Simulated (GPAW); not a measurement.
Zr2O:

```
Zr O
1.0
     4.87635    0.00000    0.00000
     0.00000    4.87635    0.00000
     0.00000    0.00000    4.87635
Zr O
4 2
Cartesian
  3.6573 3.6573 3.6573
  1.2191 3.6573 1.2191
  3.6573 1.2191 1.2191
  1.2191 1.2191 3.6573
  2.4382 2.4382 2.4382
  0.0000 0.0000 0.0000
```

The cell comes from a database or a generator and needn't be the stable form of this composition.

Base run:

* Program: GPAW 26.7.0
* Functional: PBEsol
* Potentials or basis: PAW data sets generated in the run's folder for this functional
* Cutoff: 800 eV
* Basis: pw
* k mesh: 5 × 5 × 5
* Occupations: fermi-dirac, width 0.05 eV
* Spin: no spin polarisation
* Hubbard terms: Zr d U = 1 eV

Its results: pressure -5.2 GPa.

Question: The run is repeated on the same cell with these changes: hubbard terms from Zr d U = 1 eV to Zr d U = 3 eV. What comes out?

Answer: Pressure -1.6 GPa.

Caveats: U without spin polarisation on a metal has little footing.
